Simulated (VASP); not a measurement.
# AlP (F-43m) in VASP: notebook

The runs below take AlP through single point, relaxation of cell and atoms, with LDA.

Everything below comes from runs of VASP 6.6.1. Logs are shortened: lines on timing, memory, paths and dates and some standing lists are left out, and cuts for length are marked.

**The experiment to reproduce.**

A printed reference work, data compilation reports, for a bulk crystal of AlP at 4.2 K: band gap 2.505 eV (indirect).

How close the calculation comes is told below.

### 1 Starting point

Symmetry: F-43m, No. 216, cubic system. The conventional cell has a = 5.434 Å, b = 5.434 Å, c = 5.434 Å, α = 90.00°, β = 90.00°, γ = 90.00°. Al (site symmetry -43m) is surrounded by 4 P at 2.35 Å. P (site symmetry -43m) is surrounded by 4 Al at 2.35 Å.

### 2 Single point, LDA

INCAR reads:

```
SYSTEM = AlP
PREC = Accurate ; ENCUT = 520
EDIFF = 1E-6 ; ISMEAR = 0
SIGMA = 0.05 ; LREAL = .FALSE.
LASPH = .TRUE. ; NELM = 100
ALGO = Fast ; ISIF = 2
LWAVE = .FALSE. ; LCHARG = .FALSE.
NBANDS = 11
```

KPOINTS reads:

```
regular mesh
0
G
  10 10 10
  0 0 0
```

POSCAR reads:

```
AlP
1.0
    0.0000000000      2.7169489925      2.7169489925
    2.7169489925      0.0000000000      2.7169489925
    2.7169489925      2.7169489925      0.0000000000
Al P
1 1
Direct
    0.0000000000      0.0000000000      0.0000000000
    0.7500000000      0.7500000000      0.7500000000
```

Potentials or basis: VASP PAW LDA potentials, release 64 (Al, P).

The run is started by

```
cat potpaw_LDA.64/Al/POTCAR potpaw_LDA.64/P/POTCAR > POTCAR
mpirun -np 1 vasp_std > vasp.out
```

OUTCAR:

```text
SYSTEM = AlP
   PREC = Accurate
   ENCUT = 520
   EDIFF = 1E-6
   ISMEAR = 0
   LREAL = .FALSE.
   LASPH = .TRUE.
   NELM = 100
   ISIF = 2

 ion  position               nearest neighbor table
   1  0.000  0.000  0.000-   2 2.35   2 2.35   2 2.35   2 2.35
   2  0.750  0.750  0.750-   1 2.35   1 2.35   1 2.35   1 2.35

  LATTYP: Found a face centered cubic cell.
 ALAT       =     5.4338979850

  Lattice vectors:

 A1 = (   0.0000000000,   2.7169489925,   2.7169489925)
 A2 = (   2.7169489925,   0.0000000000,   2.7169489925)
 A3 = (   2.7169489925,   2.7169489925,   0.0000000000)

Analysis of symmetry for initial positions (statically):
=====================================================================
 Subroutine PRICEL returns:
 Original cell was already a primitive cell.

 Routine SETGRP: Setting up the symmetry group for a
 face centered cubic supercell.

 Subroutine GETGRP returns: Found 24 space group operations
 (whereof 24 operations were pure point group operations)
 out of a pool of 48 trial point group operations.

The static configuration has the point symmetry T_d .

Analysis of symmetry for dynamics (positions and initial velocities):
=====================================================================
 Subroutine PRICEL returns:
 Original cell was already a primitive cell.

 Routine SETGRP: Setting up the symmetry group for a
 face centered cubic supercell.

 Subroutine GETGRP returns: Found 24 space group operations
 (whereof 24 operations were pure point group operations)
 out of a pool of 48 trial point group operations.

The dynamic configuration has the point symmetry T_d .

 Subroutine INISYM returns: Found 24 space group operations
 (whereof 24 operations are pure point group operations),
 and found     1 'primitive' translations

----------------------------------------------------------------------------------------

                                     Primitive cell

  volume of cell :      40.1120

  direct lattice vectors                    reciprocal lattice vectors
     0.000000000  2.716948992  2.716948992    -0.184029955  0.184029955  0.184029955
     2.716948992  0.000000000  2.716948992     0.184029955 -0.184029955  0.184029955
     2.716948992  2.716948992  0.000000000     0.184029955  0.184029955 -0.184029955

  length of vectors
     3.842346113  3.842346113  3.842346113     0.318749232  0.318749232  0.318749232

  position of ions in fractional coordinates (direct lattice)
     0.000000000  0.000000000  0.000000000
     0.750000000  0.750000000  0.750000000

  ion indices of the primitive-cell ions
   primitive index   ion index
                 1           1
                 2           2

----------------------------------------------------------------------------------------

 KPOINTS: regular mesh

Automatic generation of k-mesh.
 Grid dimensions read from file:
 generate k-points for:   10   10   10

 Generating k-lattice:

  Cartesian coordinates                     Fractional coordinates (reciprocal lattice)
    -0.018402995  0.018402995  0.018402995     0.100000000  0.000000000  0.000000000
     0.018402995 -0.018402995  0.018402995     0.000000000  0.100000000  0.000000000
     0.018402995  0.018402995 -0.018402995     0.000000000  0.000000000  0.100000000

  Length of vectors
     0.031874923  0.031874923  0.031874923

  Shift w.r.t. Gamma in fractional coordinates (k-lattice)
     0.000000000  0.000000000  0.000000000

 Subroutine IBZKPT returns following result:
 ===========================================

 Found     47 irreducible k-points:

 Following reciprocal coordinates:
            Coordinates               Weight
  0.000000  0.000000  0.000000      1.000000
  0.100000  0.000000  0.000000      8.000000
  0.200000  0.000000  0.000000      8.000000
  0.300000  0.000000  0.000000      8.000000
  0.400000  0.000000  0.000000      8.000000
  0.500000  0.000000  0.000000      4.000000
[... 16 lines left out ...]
  0.300000  0.300000  0.000000      6.000000
  0.400000  0.300000  0.000000     24.000000
 [... further k-points ...]
   k-points           NKPTS =     47   k-points in BZ     NKDIM =     47   number of bands    NBANDS=     11
   number of dos      NEDOS =    301   number of ions     NIONS =      2
   total plane-waves  NPLWV =  27000
   dimension x,y,z NGX =    30 NGY =   30 NGZ =   30
   dimension x,y,z NGXF=    60 NGYF=   60 NGZF=   60
   ions per type =               1   1
   NGX,Y,Z   is equivalent  to a cutoff of  12.98, 12.98, 12.98 a.u.
   NGXF,Y,Z  is equivalent  to a cutoff of  25.96, 25.96, 25.96 a.u.
 SYSTEM =  AlP
   PREC   = accura    normal or accurate (medium, high low for compatibility)
   ISTART =      0    job   : 0-new  1-cont  2-samecut
   ICHARG =      2    charge: 1-file 2-atom 10-const
   ISPIN  =      1    spin polarized calculation?
   LNONCOLLINEAR =      F non collinear calculations
   LSORBIT =      F    spin-orbit coupling
   LASPH  =      T    aspherical Exc in radial PAW
   ENCUT  =  520.0 eV  38.22 Ry    6.18 a.u.   7.14  7.14  7.14*2*pi/ulx,y,z
   NELM   =    100;   NELMIN=  2; NELMDL= -5     # of ELM steps
   EDIFF  = 0.1E-05   stopping-criterion for ELM
   LREAL  =      F    real-space projection
   EDIFFG = 0.1E-04   stopping-criterion for IOM
   NSW    =      0    number of steps for IOM
   IBRION =     -1    ionic relax: 0-MD 1-quasi-New 2-CG
   NFREE  =      0    steps in history (QN), initial steepest desc. (CG)
   ISIF   =      2    stress and relaxation
   ISYM   =      2    0-nonsym 1-usesym 2-fastsym
   POTIM  = 0.5000    time-step for ionic-motion
   TEBEG  =    0.0;   TEEND  =   0.0 temperature during run
   PSTRESS=    0.0 pullay stress
   NELECT =       8.0000    total number of electrons
   NUPDOWN=      -1.0000    fix difference up-down
   EMIN   =  10.00;   EMAX   =-10.00  energy-range for DOS
   EFERMI =   0.00;   METHOD = LEGACY
   ISMEAR =     0;   SIGMA  =   0.05  broadening in eV -4-tet -1-fermi 0-gaus
   EFERMI_NEDOS =   21; number of points for ismear=-14 and -15
   IALGO  =     68    algorithm
   IMIX   =      4    mixing-type and parameters
     AMIX     =   0.40;   BMIX     =  1.00
     AMIX_MAG =   1.60;   BMIX_MAG =  1.00
  volume/ion in A,a.u.               =      20.06       135.34
  Fermi-wavevector in a.u.,A,eV,Ry     =   0.956489  1.807502 12.447580  0.914871
  Thomas-Fermi vector in A             =   2.085422
   LORBIT       =      0    0 simple, 1 ext, 2 COOP (PROOUT), +10 PAW based schemes
   GGA     = CA    functional components
   LHFCALC =     F    Hartree Fock is set to
   AEXX    =    0.0000 exact exchange contribution
   IVDW    =     0    specifies the selected vdW correction
   LEPSILON=     F    determine dielectric tensor
   LRPA    =     F    only Hartree local field effects (RPA)
 non-spin polarized calculation
 RMM-DIIS sequential band-by-band and
 Gauss-broadening in eV      SIGMA  =   0.05
  energy-cutoff  :      520.00
  volume of cell :       40.11
 maximum number of plane-waves:      1106
 NGX is ok and might be reduce to    30
   NGX = 15   NGY = 15   NGZ = 15

 number of electron       7.9999999 magnetization

 Free energy of the ion-electron system (eV)
  ---------------------------------------------------
  ext. energy  EPLUGINS =         0.00000000
  ---------------------------------------------------
  free energy    TOTEN  =       -11.41330907 eV

  energy without entropy =      -11.41330907  energy(sigma->0) =      -11.41330907

 E-fermi :   4.8453     XC(G=0):  -9.5037

 val. band max:        4.5826958647   @ k =   0.0000   0.0000   0.0000
 cond. band min:       5.9973300949   @ k =   0.5000   0.5000   0.0000
 fundamental gap:      1.4146342302
 Fermi energy:         4.8452753105

 k-point     1 :       0.0000    0.0000    0.0000
  band No.  band energies     occupation
      1      -7.0054      2.00000
      2       4.5827      2.00000
      3       4.5827      2.00000
      4       4.5827      2.00000
      5       7.8245      0.00000
      6       9.0757      0.00000
      7       9.0757      0.00000
      8       9.0757      0.00000
      9      13.4122      0.00000
     10      13.4122      0.00000
     11      14.6687      0.00000

 k-point     2 :       0.1000    0.0000    0.0000
  band No.  band energies     occupation
      1      -6.8921      2.00000
      2       3.7046      2.00000
      3       4.4812      2.00000
      4       4.4812      2.00000
      5       8.2190      0.00000
      6       9.2721      0.00000
      7       9.2721      0.00000
      8       9.3504      0.00000
      9      13.0281      0.00000
     10      13.0281      0.00000
     11      15.1638      0.00000

 k-point     3 :       0.2000    0.0000    0.0000
  band No.  band energies     occupation
      1      -6.5641      2.00000
      2       2.1352      2.00000
      3       4.2523      2.00000
      4       4.2523      2.00000
      5       8.0165      0.00000
      6       9.6113      0.00000
      7       9.6113      0.00000
      8      10.6991      0.00000
      9      12.7021      0.00000
     10      12.7021      0.00000
     11      15.0637      0.00000

 k-point     4 :       0.3000    0.0000    0.0000
  band No.  band energies     occupation
      1      -6.0682      2.00000
      2       0.6095      2.00000
      3       4.0205      2.00000
      4       4.0205      2.00000
      5       7.6475      0.00000
      6       9.6207      0.00000
      7       9.6207      0.00000
      8      12.1090      0.00000
      9      13.2809      0.00000
     10      13.2809      0.00000
     11      14.6696      0.00000

 k-point     5 :       0.4000    0.0000    0.0000
  band No.  band energies     occupation
      1      -5.5352      2.00000
      2      -0.5766      2.00000
      3       3.8616      2.00000
      4       3.8616      2.00000
      5       7.3924      0.00000
      6       9.4171      0.00000
      7       9.4171      0.00000
      8      12.6726      0.00000
      9      14.6732      0.00000
     10      14.6732      0.00000
     11      15.3810      0.00000
[... 211 lines left out ...]
 k-point    21 :      -0.3000    0.2000    0.0000
  band No.  band energies     occupation
      1      -5.3913      2.00000
      2      -0.0355      2.00000
      3       1.9383      2.00000
      4       3.7313      2.00000
      5       8.2572      0.00000
      6      10.0366      0.00000
      7      10.4645      0.00000
      8      11.7434      0.00000
      9      12.5411      0.00000
     10      15.5182      0.00000
     11      17.3246      0.00000

 k-point    22 :      -0.2000    0.2000    0.0000
  band No.  band energies     occupation
      1      -5.8977      2.00000
      2       0.8773      2.00000
      3       2.3888      2.00000
      4       4.0820      2.00000
      5       8.7466      0.00000
      6       9.8989      0.00000
      7      10.1476      0.00000
      8      10.7503      0.00000
      9      11.7517      0.00000
     10      15.6352      0.00000
     11      17.1571      0.00000

 k-point    23 :       0.3000    0.3000    0.0000
  band No.  band energies     occupation
      1      -5.7395      2.00000
      2       0.9531      2.00000
      3       2.9758      2.00000
      4       2.9758      2.00000
      5       6.9083      0.00000
      6       7.9735      0.00000
      7      12.4401      0.00000
      8      12.4401      0.00000
      9      13.4970      0.00000
     10      15.1224      0.00000
     11      19.0015      0.00000

 k-point    24 :       0.4000    0.3000    0.0000
  band No.  band energies     occupation
      1      -5.3119      2.00000
      2       0.2232      2.00000
      3       2.4620      2.00000
      4       2.8001      2.00000
      5       6.8330      0.00000
      6       7.9149      0.00000
      7      12.5222      0.00000
      8      12.7913      0.00000
      9      15.1346      0.00000
     10      16.1104      0.00000
     11      18.1352      0.00000

 [... further k-points ...]
[... 5 lines left out ...]
  --------------------------------------------------------------------------------------
  -------------------------------------------------------------------------------------
  Total        0.0123206      0.0123206      0.0123206      0.0000000      0.0000000      0.0000000
  in kB        0.4921151      0.4921151      0.4921151      0.0000000      0.0000000      0.0000000
  external PRESSURE =       0.4921151 kB  Pullay stress =       0.0000000 kB

 VOLUME and BASIS-vectors are now :
 -----------------------------------------------------------------------------
  energy-cutoff  :      520.00
  volume of cell :       40.11
      direct lattice vectors                 reciprocal lattice vectors
     0.000000000  2.716948992  2.716948992    -0.184029955  0.184029955  0.184029955
     2.716948992  0.000000000  2.716948992     0.184029955 -0.184029955  0.184029955
     2.716948992  2.716948992  0.000000000     0.184029955  0.184029955 -0.184029955

 POSITION                                       TOTAL-FORCE (eV/Angst)
 -----------------------------------------------------------------------------------
      0.00000      0.00000      0.00000        -0.000000     -0.000000     -0.000000
      4.07542      4.07542      4.07542         0.000000      0.000000      0.000000
 -----------------------------------------------------------------------------------
    total drift:                                0.000000      0.000000      0.000000

  FREE ENERGIE OF THE ION-ELECTRON SYSTEM (eV)
  ---------------------------------------------------
  free  energy   TOTEN  =       -11.4133090661 eV

  energy  without entropy=      -11.4133090661  energy(sigma->0) =      -11.41330907
```

It took 12 s on 1 thread of Intel Xeon 6975P-C (Granite Rapids), shared host; peak memory 0.14 GiB.

Results:

- Free energy: -11.4133 eV
- Pressure: 0.0 GPa
- Band gap on the k mesh: 1.41 eV, indirect (least direct gap 3.24 eV)

### 3 Single point, LDA

INCAR reads:

```
SYSTEM = AlP
ALGO = Normal ; EDIFF = 1E-6
ENCUT = 520 ; ISIF = 2
ISMEAR = 0 ; LASPH = .TRUE.
LCHARG = .TRUE. ; LELF = .TRUE.
LREAL = .FALSE. ; LVHAR = .TRUE.
LWAVE = .FALSE. ; NBANDS = 11
NELM = 100 ; PREC = Accurate
SIGMA = 0.02
```

KPOINTS reads:

```
k-points
0
G
  8 8 8
  0 0 0
```

POSCAR is that of step 2.

Potentials or basis: VASP PAW LDA potentials, release 64 (Al, P).

The run is started by

```
cat potpaw_LDA.64/Al/POTCAR potpaw_LDA.64/P/POTCAR > POTCAR
mpirun -np 1 vasp_std > vasp.out
```

It took 7.4 s on 1 thread of Intel Xeon 6975P-C (Granite Rapids), shared host; peak memory 0.14 GiB.

It converged, with:

```yaml
Free_energy: -11.4123 eV
Pressure: 0.1 GPa
Band_gap_on_the_k_mesh: 1.41 eV, indirect (least direct gap 3.24 eV)
```

Levels at points of the mesh, in eV from the valence-band top:
```
           k point  band 2  band 3  band 4  band 5  band 6  band 7
(0.00, 0.00, 0.00)    0.00    0.00    0.00    3.24    4.49    4.49
(0.50, 0.00, 0.00)   -5.65   -0.78   -0.78    2.72    4.74    4.74
(0.50, 0.50, 0.00)   -5.40   -2.15   -2.15    1.41    2.33   11.01
```

[end of part 1 of 2]
